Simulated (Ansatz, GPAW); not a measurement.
# A Ga chain with one Sn atom in line: relaxation, then transmission at several levels

Aim: the conductance of a Ga chain with one Sn atom in line after relaxation, and whether geometry, basis or functional moves it most.

Method: Ansatz plane waves; relaxation of the junction with the lead ends held; PAW set soft_1, in the first sound run; inputs show where later runs differ, in GPAW 26.7.0 and Ansatz 0.2.0.

**1. The structure**

The cell holds 13 atoms: 12 Ga and 1 Sn. Its edges and angles: a = 9.000 Å, b = 9.000 Å, c = 33.323 Å, α = 90.0°, β = 90.0°, γ = 90.0°. Regions: left lead, 6 atoms (6 Ga); channel, 1 atom (1 Sn); right lead, 6 atoms (6 Ga). Vacuum lies along a and b. The structure is stacked along c, and the current runs across the ab planes.

**2. Relaxing the atoms**

Transmission follows bond lengths closely, so the atoms between the held lead ends are relaxed first, from a slightly shaken start that lets symmetry break.

input.yaml

```yaml
crystal:
  lattice:
    - [9.0, 0.0, 0.0]
    - [0.0, 9.0, 0.0]
    - [0.0, 0.0, 33.323]
  atoms:
    - { symbol: Ga, position: [0.5, 0.5, 0.0382618612] }
    - { symbol: Ga, position: [0.5, 0.5, 0.1147855835] }
    - { symbol: Ga, position: [0.5, 0.5, 0.1913093059] }
    - { symbol: Ga, position: [0.5, 0.5, 0.2678330282] }
    - { symbol: Ga, position: [0.5060891885, 0.4897388936, 0.3452192756] }
    - { symbol: Ga, position: [0.5002321241, 0.5043941667, 0.4212276469] }
    - { symbol: Sn, position: [0.5060908621, 0.5001058125, 0.4995352494] }
    - { symbol: Ga, position: [0.5019349497, 0.5014403562, 0.578798272] }
    - { symbol: Ga, position: [0.4991756539, 0.5023981356, 0.6562773304] }
    - { symbol: Ga, position: [0.5, 0.5, 0.7321669718] }
    - { symbol: Ga, position: [0.5, 0.5, 0.8086906941] }
    - { symbol: Ga, position: [0.5, 0.5, 0.8852144165] }
    - { symbol: Ga, position: [0.5, 0.5, 0.9617381388] }
kpoints:
  mp_grid: { grid: [1, 1, 3] }
hamiltonian:
  xc: pbe
  pseudopotentials: { kind: paw, azcp: { folder: soft_1 } }
scf:
  occupations: { method: fermi_dirac, width: 0.1 }
relax:
  f_tol: 0.03
  max_steps: 80
  constraints: [{ sites: [0, 1, 2, 3, 9, 10, 11, 12] }]
```

Run with:

```
> ansatz run input.yaml --threads 4 --pin off --max-ram 8192MiB --backend cpu --events-out ev --progress --plain --runs-dir out
```

Numbers of over 12 decimals in the logs are rounded to 6 here.

Log:

```text
Engine: ansatz 0.2.0, x86_64-unknown-linux-gnu
Pseudopotentials: kind: paw
Pseudopotential: Ga, paw, valence charge 13, recommended cutoff 420 eV (normal), soft_1/Ga.paw.azcp
Pseudopotential: Sn, paw, valence charge 14, recommended cutoff 420 eV (normal), soft_1/Sn.paw.azcp
Functional definition: PBE
  parameter kappa = 0.804
  parameter beta = 0.066725
  exchange = pbe_x(kappa = kappa, mu = beta*pi^2/3)
  correlation = pbe_c(beta = beta)
Crystal: 13 atoms, lattice volume = 2699.163 Å³
Basis set: ecut = 420 eV, 52723 PW (Γ), exchange–correlation on 128×128×450 points (8 copies of the dense FFT grid, shifted against one another)
Bands: 102, of which v1, the nominal top of the filled ones, is band 85 counted from 1 (84 counted from 0)
Symmetry: 1 space group operations
Space group: P1 (ITA 1), of the structure as read, at distance tolerance 1.4e-4 Å
k-points: 2 of 3 (time reversal used)
Non-local potential: Ga, projectors of the file, l = 0: 2, l = 1: 2, l = 2: 3, l = 3: 1
Non-local potential: Sn, projectors of the file, l = 0: 2, l = 1: 2, l = 2: 2, l = 3: 1
PAW form: soft (Blöchl's): semilocal exchange-correlation on the pseudo side does not see the compensation charge
PAW one-centre angular grid: Ga, 590 points (default); XC on 64 Gauss nodes
PAW one-centre angular grid: Sn, 590 points (default); XC on 64 Gauss nodes
Initial density: superposition of atomic densities (neutral atoms: chi_scale 0, normalization atom)
Initial wavefunctions: pseudopotential atomic-orbital guess
Functional: x = pbe(κ = 0.804, μ = 0.219515), c = pbe(β = 0.066725)
SCF iter   1: F=—  HF=-51404.909612 eV  |F-HF|=—  |Δ(HF+E_count)|=         —  Δρ=8.05e-3  dr2=6.96e0  ethr=3.10e-3  ⟨swp⟩=5.5  Hψ=706  notcnv=0
preconditioner: auto → LDOS  [metal: Δε(μ)=0.158 eV  Ē_g=13.445 eV  σ=0.100 eV  W_gap=0.34  n_scr=246 (ndim 8)  ℏωp=9.0 eV  f_vac=0.716  D(μ)=22.43/eV (n_scr^D=84)  β→1.0]
SCF iter   2: F=—  HF=-51404.060646 eV  |F-HF|=—  |Δ(HF+E_count)|=   8.49e-1  Δρ=4.56e-3  dr2=6.42e0  ethr=3.10e-3  ⟨swp⟩=3.0  Hψ=313  notcnv=0
SCF iter   3: F=—  HF=-51403.839321 eV  |F-HF|=—  |Δ(HF+E_count)|=   2.21e-1  Δρ=1.12e-3  dr2=1.30e-1  ethr=3.10e-3  ⟨swp⟩=2.0  Hψ=223  notcnv=0
SCF iter   4: F=—  HF=-51403.852637 eV  |F-HF|=—  |Δ(HF+E_count)|=   1.33e-2  Δρ=7.88e-4  dr2=2.91e-2  ethr=7.66e-5  ⟨swp⟩=2.0  Hψ=414  notcnv=0
SCF iter   5: F=—  HF=-51403.849783 eV  |F-HF|=—  |Δ(HF+E_count)|=   2.85e-3  Δρ=6.59e-4  dr2=1.31e-2  ethr=1.71e-5  ⟨swp⟩=2.0  Hψ=368  notcnv=0
SCF iter   6: F=—  HF=-51403.842949 eV  |F-HF|=—  |Δ(HF+E_count)|=   6.83e-3  Δρ=1.17e-4  dr2=3.45e-3  ethr=7.70e-6  ⟨swp⟩=2.0  Hψ=324  notcnv=0
SCF iter   7: F=—  HF=-51403.843143 eV  |F-HF|=—  |Δ(HF+E_count)|=   1.94e-4  Δρ=3.93e-5  dr2=1.29e-4  ethr=2.03e-6  ⟨swp⟩=1.0  Hψ=204  notcnv=0
SCF iter   8: F=-51403.843139 eV  HF=-51403.843153 eV  |F-HF|=1.35e-5  |Δ(HF+E_count)|=   9.82e-6  Δρ=1.58e-5  dr2=1.93e-5  ethr=1.32e-8  ⟨swp⟩=3.0  Hψ=938  notcnv=0
SCF 1 converged in 8 iterations: F = -51403.843139 eV  dr2 = 1.93e-5
  greatest PAW one-centre occupation: 0.995 electrons in one spin orbital (limit 2), on the Ga atom at site 4 (counted from 0), in its partial waves of l = 2
relax step   1: F+E_penalty+E_count = -51403.84313917 eV  Δ(F+E_penalty+E_count) = +0.000e0 eV  max|allowed force component| = 1.620e-1 eV/Å  Δτ_max = 0.0000 Å  (8 SCF iters, dr2 threshold 2.25e-5 eV, accepted)
Initial density: handed on by an earlier stage of this run
Initial wavefunctions: those handed on with the density
iter 1 solved again at ethr=3.32e-5 eV; its pass at ethr=3.10e-3 eV (dr2=5.64e-2 eV) is discarded
SCF iter   1: F=—  HF=-51403.867954 eV  |F-HF|=—  |Δ(HF+E_count)|=         —  Δρ=5.51e-4  dr2=5.63e-2  ethr=3.32e-5  ⟨swp⟩=2.0  Hψ=517  notcnv=0
preconditioner: auto → LDOS  [metal: Δε(μ)=0.113 eV  Ē_g=13.487 eV  σ=0.100 eV  W_gap=0.27  n_scr=246 (ndim 8)  ℏωp=9.0 eV  f_vac=0.736  D(μ)=23.57/eV (n_scr^D=92)  β→1.0]
SCF iter   2: F=—  HF=-51403.864187 eV  |F-HF|=—  |Δ(HF+E_count)|=   3.77e-3  Δρ=2.10e-4  dr2=2.67e-3  ethr=3.31e-5  ⟨swp⟩=2.0  Hψ=276  notcnv=0
SCF iter   3: F=—  HF=-51403.864068 eV  |F-HF|=—  |Δ(HF+E_count)|=   1.19e-4  Δρ=9.85e-5  dr2=4.31e-4  ethr=1.57e-6  ⟨swp⟩=2.0  Hψ=378  notcnv=0
SCF iter   4: F=—  HF=-51403.863877 eV  |F-HF|=—  |Δ(HF+E_count)|=   1.90e-4  Δρ=3.35e-5  dr2=8.84e-5  ethr=2.54e-7  ⟨swp⟩=2.0  Hψ=376  notcnv=0
SCF iter   5: F=—  HF=-51403.863869 eV  |F-HF|=—  |Δ(HF+E_count)|=   8.47e-6  Δρ=1.59e-5  dr2=1.61e-5  ethr=5.20e-8  ⟨swp⟩=2.0  Hψ=360  notcnv=0
SCF iter   6: F=—  HF=-51403.863868 eV  |F-HF|=—  |Δ(HF+E_count)|=   8.51e-7  Δρ=6.38e-6  dr2=4.38e-6  ethr=9.49e-9  ⟨swp⟩=2.0  Hψ=363  notcnv=0
SCF iter   7: F=-51403.863867 eV  HF=-51403.863868 eV  |F-HF|=4.28e-7  |Δ(HF+E_count)|=   1.34e-7  Δρ=2.82e-6  dr2=7.25e-7  ethr=9.64e-10  ⟨swp⟩=5.0  Hψ=746  notcnv=0
SCF 2 converged in 7 iterations: F = -51403.863867 eV  dr2 = 7.25e-7
  greatest PAW one-centre occupation: 0.995 electrons in one spin orbital (limit 2), on the Ga atom at site 8 (counted from 0), in its partial waves of l = 2
relax step   2: F+E_penalty+E_count = -51403.86386743 eV  Δ(F+E_penalty+E_count) = -2.073e-2 eV  max|allowed force component| = 1.299e-1 eV/Å  Δτ_max = 0.0750 Å  (7 SCF iters, dr2 threshold 1.64e-6 eV, accepted)
SCF iter   1: F=—  HF=-51403.950943 eV  |F-HF|=—  |Δ(HF+E_count)|=         —  Δρ=9.13e-4  dr2=1.62e-1  ethr=2.44e-3  ⟨swp⟩=4.0  Hψ=388  notcnv=0
preconditioner: auto → LDOS  [metal: Δε(μ)=0.102 eV  Ē_g=13.484 eV  σ=0.100 eV  W_gap=0.25  n_scr=246 (ndim 8)  ℏωp=9.0 eV  f_vac=0.736  D(μ)=23.03/eV (n_scr^D=92)  β→1.0]
SCF iter   2: F=—  HF=-51403.949608 eV  |F-HF|=—  |Δ(HF+E_count)|=   1.33e-3  Δρ=4.93e-4  dr2=4.50e-2  ethr=9.55e-5  ⟨swp⟩=2.5  Hψ=419  notcnv=0
SCF iter   3: F=—  HF=-51403.947186 eV  |F-HF|=—  |Δ(HF+E_count)|=   2.42e-3  Δρ=1.10e-4  dr2=3.56e-3  ethr=2.65e-5  ⟨swp⟩=2.0  Hψ=216  notcnv=0
SCF iter   4: F=—  HF=-51403.947150 eV  |F-HF|=—  |Δ(HF+E_count)|=   3.63e-5  Δρ=7.95e-5  dr2=3.13e-4  ethr=2.10e-6  ⟨swp⟩=2.0  Hψ=316  notcnv=0
SCF iter   5: F=—  HF=-51403.947053 eV  |F-HF|=—  |Δ(HF+E_count)|=   9.67e-5  Δρ=3.88e-5  dr2=5.65e-5  ethr=1.84e-7  ⟨swp⟩=2.0  Hψ=366  notcnv=0
SCF iter   6: F=—  HF=-51403.947035 eV  |F-HF|=—  |Δ(HF+E_count)|=   1.81e-5  Δρ=1.15e-5  dr2=2.50e-5  ethr=3.33e-8  ⟨swp⟩=2.0  Hψ=362  notcnv=0
SCF iter   7: F=—  HF=-51403.947036 eV  |F-HF|=—  |Δ(HF+E_count)|=   8.53e-7  Δρ=5.73e-6  dr2=2.65e-6  ethr=1.47e-8  ⟨swp⟩=2.0  Hψ=220  notcnv=0
SCF iter   8: F=-51403.947035 eV  HF=-51403.947035 eV  |F-HF|=6.97e-7  |Δ(HF+E_count)|=   2.24e-7  Δρ=2.25e-6  dr2=9.17e-7  ethr=6.20e-10  ⟨swp⟩=5.0  Hψ=756  notcnv=0
SCF 3 converged in 8 iterations: F = -51403.947035 eV  dr2 = 9.17e-7
relax step   3: F+E_penalty+E_count = -51403.94703463 eV  Δ(F+E_penalty+E_count) = -8.317e-2 eV  max|allowed force component| = 2.170e-1 eV/Å  Δτ_max = 0.2000 Å  (8 SCF iters, dr2 threshold 1.05e-6 eV, accepted)
[... from here on, the SCF cycles and remarks between the steps are left out ...]
relax step   4: F+E_penalty+E_count = -51404.07530735 eV  Δ(F+E_penalty+E_count) = -1.283e-1 eV  max|allowed force component| = 1.694e-1 eV/Å  Δτ_max = 0.1949 Å  (6 SCF iters, dr2 threshold 3.03e-5 eV, accepted)
relax step   5: F+E_penalty+E_count = -51404.16533747 eV  Δ(F+E_penalty+E_count) = -9.003e-2 eV  max|allowed force component| = 1.750e-1 eV/Å  Δτ_max = 0.1953 Å  (6 SCF iters, dr2 threshold 1.75e-5 eV, accepted)
relax step   6: F+E_penalty+E_count = -51404.22005370 eV  Δ(F+E_penalty+E_count) = -5.472e-2 eV  max|allowed force component| = 1.020e-1 eV/Å  Δτ_max = 0.2000 Å  (6 SCF iters, dr2 threshold 1.87e-5 eV, accepted)
relax step   7: F+E_penalty+E_count = -51404.25781702 eV  Δ(F+E_penalty+E_count) = -3.776e-2 eV  max|allowed force component| = 9.453e-2 eV/Å  Δτ_max = 0.1954 Å  (8 SCF iters, dr2 threshold 3.54e-6 eV, accepted)
relax step   8: F+E_penalty+E_count = -51404.27843560 eV  Δ(F+E_penalty+E_count) = -2.062e-2 eV  max|allowed force component| = 4.104e-2 eV/Å  Δτ_max = 0.1967 Å  (7 SCF iters, dr2 threshold 3.04e-6 eV, accepted)
relax step   9: F+E_penalty+E_count = -51404.29466277 eV  Δ(F+E_penalty+E_count) = -1.623e-2 eV  max|allowed force component| = 2.922e-2 eV/Å  Δτ_max = 0.2000 Å  (9 SCF iters, accepted)
relax step  10: F+E_penalty+E_count = -51404.30682102 eV  Δ(F+E_penalty+E_count) = -1.216e-2 eV  max|allowed force component| = 2.552e-2 eV/Å  Δτ_max = 0.1983 Å  (9 SCF iters, accepted)
relax step  11: F+E_penalty+E_count = -51404.31686401 eV  Δ(F+E_penalty+E_count) = -1.004e-2 eV  max|allowed force component| = 2.562e-2 eV/Å  Δτ_max = 0.1950 Å  (9 SCF iters, accepted)
SCF iter   1: F=—  HF=-51404.329356 eV  |F-HF|=—  |Δ(HF+E_count)|=         —  Δρ=1.13e-3  dr2=6.81e-2  ethr=2.82e-4  ⟨swp⟩=5.5  Hψ=599  notcnv=0
preconditioner: auto → LDOS  [metal: Δε(μ)=0.031 eV  Ē_g=13.394 eV  σ=0.100 eV  W_gap=0.08  n_scr=246 (ndim 8)  ℏωp=9.0 eV  f_vac=0.732  D(μ)=22.45/eV (n_scr^D=84)  β→1.0]
SCF iter   2: F=—  HF=-51404.325772 eV  |F-HF|=—  |Δ(HF+E_count)|=   3.58e-3  Δρ=5.40e-4  dr2=1.12e-2  ethr=4.01e-5  ⟨swp⟩=2.0  Hψ=439  notcnv=0
SCF iter   3: F=—  HF=-51404.324166 eV  |F-HF|=—  |Δ(HF+E_count)|=   1.61e-3  Δρ=1.46e-4  dr2=1.31e-3  ethr=6.60e-6  ⟨swp⟩=2.0  Hψ=378  notcnv=0
SCF iter   4: F=—  HF=-51404.324137 eV  |F-HF|=—  |Δ(HF+E_count)|=   2.91e-5  Δρ=6.58e-5  dr2=1.79e-4  ethr=7.69e-7  ⟨swp⟩=2.0  Hψ=376  notcnv=0
SCF iter   5: F=—  HF=-51404.324139 eV  |F-HF|=—  |Δ(HF+E_count)|=   1.29e-6  Δρ=3.25e-5  dr2=4.14e-5  ethr=1.05e-7  ⟨swp⟩=2.0  Hψ=363  notcnv=0
SCF iter   6: F=—  HF=-51404.324025 eV  |F-HF|=—  |Δ(HF+E_count)|=   1.14e-4  Δρ=9.24e-6  dr2=7.50e-6  ethr=2.43e-8  ⟨swp⟩=2.0  Hψ=359  notcnv=0
SCF iter   7: F=—  HF=-51404.324025 eV  |F-HF|=—  |Δ(HF+E_count)|=   7.18e-7  Δρ=3.86e-6  dr2=1.41e-6  ethr=4.41e-9  ⟨swp⟩=2.0  Hψ=378  notcnv=0
SCF iter   8: F=—  HF=-51404.324025 eV  |F-HF|=—  |Δ(HF+E_count)|=   1.05e-7  Δρ=1.74e-6  dr2=2.82e-7  ethr=8.28e-10  ⟨swp⟩=2.0  Hψ=377  notcnv=0
SCF iter   9: F=-51404.324025 eV  HF=-51404.324025 eV  |F-HF|=2.77e-8  |Δ(HF+E_count)|=   1.93e-8  Δρ=7.92e-7  dr2=4.93e-8  ethr=5.88e-11  ⟨swp⟩=5.0  Hψ=624  notcnv=0
SCF 12 converged in 9 iterations: F = -51404.324025 eV  dr2 = 4.93e-8
relax step  12: F+E_penalty+E_count = -51404.32402546 eV  Δ(F+E_penalty+E_count) = -7.161e-3 eV  max|allowed force component| = 2.147e-2 eV/Å  Δτ_max = 0.1931 Å  (9 SCF iters, accepted)
SCF converged after 9 iterations
Free energy (F): -51404.324025 eV
Harris-Foulkes:  -51404.324025 eV  (|F-HF|=2.77e-8)
Internal energy: -51403.606155 eV  (E = F + TS)
E sigma→0 (E₀):  -51403.965090 eV
Entropy (-TS):   -0.717871 eV (-55.221 meV/atom)
Fermi energy:    -2.522947 eV
--- Per-component energies (eV) ---
  E_band       = -2597.088602
  E_kinetic    = 1474.088258
  E_local      = -43407.572342  (includes V_loc(G=0)·N_el)
  E_nonlocal   = -1049.738231
  E_hartree    = 23052.291731
  E_xc         = -870.893285
  E_vxc        = -725.425253  (∫ρ·V_xc dr)
  E_paw        = -28149.013170  (= ΣΔE_a)
  E_vpaw       = -4993.017291  (= ΣTr[D̂ρ^β])
  E_aug_tail   = -0.002080  (compensation charges beyond the density's cutoff)
  E_ewald      = -2452.767035
  E_smearing   = -0.717871  (= −TS)
  E_closure    = 0.000000  (closes the sum)
  Σ components = -51404.324025   (vs F -51404.324025, Δ=0.00e0)
--- Forces (eV/Å), atoms counted from 1 ---
  atom   1  Ga    -0.02336532     0.02139333     0.04045255
  atom   2  Ga     0.02330693    -0.00947178     0.05581897
  atom   3  Ga     0.08935376    -0.05094662    -0.19776889
  atom   4  Ga    -0.09865452     0.04609293     0.37262464
  atom   5  Ga    -0.00290539     0.01027996    -0.00199814
  atom   6  Ga     0.02031170    -0.00218705     0.01665771
  atom   7  Sn    -0.00612226     0.00060833    -0.00749252
  atom   8  Ga     0.01648043    -0.00752296     0.00013277
  atom   9  Ga    -0.01727824    -0.00313808     0.02146782
  atom  10  Ga    -0.08949237     0.01821149    -0.42725704
  atom  11  Ga     0.08903169    -0.01323442     0.22067266
  atom  12  Ga     0.02901891    -0.00598298    -0.06011744
  atom  13  Ga    -0.02969751    -0.00410894    -0.03323659
  max |Σ_I F_I| component: 4.35e-5 eV/Å
--- Relaxed structure (12 steps of the walk, 12 accepted, 0 SCFs on fresh bases) ---
  F+E_penalty+E_count = -51404.32402546 eV   max|allowed force component| = 2.147e-2 eV/Å
  atoms:
    - { symbol: Ga, position: [0.5, 0.5, 0.0382618612] }
    - { symbol: Ga, position: [0.5, 0.5, 0.114786] }
    - { symbol: Ga, position: [0.5, 0.5, 0.1913093059] }
    - { symbol: Ga, position: [0.5, 0.5, 0.2678330282] }
    - { symbol: Ga, position: [0.593701, 0.451711, 0.345440] }
    - { symbol: Ga, position: [0.501518, 0.493682, 0.423211] }
    - { symbol: Sn, position: [0.605068, 0.465078, 0.498536] }
    - { symbol: Ga, position: [0.502721, 0.501374, 0.573738] }
    - { symbol: Ga, position: [0.599333, 0.480683, 0.652494] }
    - { symbol: Ga, position: [0.5, 0.5, 0.7321669718] }
    - { symbol: Ga, position: [0.5, 0.5, 0.808691] }
    - { symbol: Ga, position: [0.5, 0.5, 0.8852144165] }
    - { symbol: Ga, position: [0.5, 0.5, 0.961738] }
```

Wall time 1.8 min (4 threads of Intel Xeon Platinum 8488C (Sapphire Rapids), shared host); peak memory 2.9 GiB; 6.6 min of CPU time.

Step by step:

```
step  energy less that of the first step (eV)  largest force component (eV/Å)
   1                                   0.0000                          0.1620
   2                                  -0.0207                          0.1299
   3                                  -0.1039                          0.2170
   4                                  -0.2322                          0.1694
   5                                  -0.3222                          0.1750
   6                                  -0.3769                          0.1020
   7                                  -0.4147                          0.0945
   8                                  -0.4353                          0.0410
   9                                  -0.4515                          0.0292
  10                                  -0.4637                          0.0255
  11                                  -0.4737                          0.0256
  12                                  -0.4809                          0.0215
```

The atoms that moved most (Å):

```
atom     dx      dy      dz  length
 Sn7  0.891  -0.315  -0.033   0.946
 Ga9  0.901  -0.195  -0.126   0.931
 Ga5  0.789  -0.342   0.007   0.860
 Ga8  0.007  -0.001  -0.169   0.169
 Ga6  0.012  -0.096   0.066   0.117
```

This step gave:

- free energy: -51404.3240 eV
- smearing term TS: 0.7179 eV
- symmetry operations: 1

The relaxation lowered the energy of the cell by 0.481 eV.

[end of part 1 of 4]

[Logs are printed without paths, hosts, clocks, repeated set-up lines and the standing remarks that a program may print on its own settings, such as how far it seeks lower states.]

[Hosts, paths, dates, database ids (printed as entryN), source tags and the programs' standing remarks are cut or masked in the printed files.]
